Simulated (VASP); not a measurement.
```yaml
crystal:
  lattice:
    - [0.00000, 3.11584, 3.11584]
    - [3.11584, 0.00000, 3.11584]
    - [3.11584, 3.11584, 0.00000]
  atoms:
    - { symbol: Al, position: [0.00000, 0.00000, 0.00000] }
    - { symbol: Sb, position: [0.25000, 0.25000, 0.25000] }
```

These are PBE GGA with spin-orbit coupling, VASP's PBE PAW potentials (set 64) (plane waves; VASP 6.6.1) values and carry that method's errors. Run with 400 eV cut-off, 7×7×7 Γ-centred mesh, Gaussian smearing of 0.050 eV, potentials Al Sb.

Give the energies of bands 3 to 15 at the high-symmetry points, in eV from the valence-band maximum.

| band | Γ | X | U | L | W |
|---|---|---|---|---|---|
| 3 | -0.64 | -5.58 | -5.45 | -5.46 | -5.44 |
| 4 | -0.64 | -5.58 | -5.33 | -5.46 | -5.30 |
| 5 | 0.00 | -2.44 | -3.42 | -1.26 | -3.29 |
| 6 | 0.00 | -2.44 | -3.20 | -1.26 | -2.97 |
| 7 | 0.00 | -2.16 | -1.97 | -0.90 | -2.80 |
| 8 | 0.00 | -2.16 | -1.95 | -0.90 | -2.75 |
| 9 | 1.05 | 1.09 | 1.51 | 1.02 | 3.65 |
| 10 | 1.05 | 1.09 | 1.51 | 1.02 | 3.74 |
| 11 | 2.83 | 1.26 | 3.73 | 3.49 | 4.02 |
| 12 | 2.83 | 1.26 | 3.86 | 3.49 | 4.19 |
| 13 | 2.89 | 8.10 | 6.33 | 3.53 | 4.24 |
| 14 | 2.89 | 8.10 | 6.39 | 3.53 | 4.26 |
| 15 | 2.89 | 8.41 | 6.54 | 6.35 | 4.56 |

The gap is indirect, 1.02 eV, from the valence maximum at Γ to the conduction minimum at L.

Measured: gap 1.73 eV (computed value off by -0.71 eV), as given by Anna Miglio et al., npj Computational Materials (2020), arXiv:2011.12765 [zero-point renormalisation of 35 meV (experimental, the table's column) added back].

The compound is AlSb in the zinc blende structure. It was relaxed first.
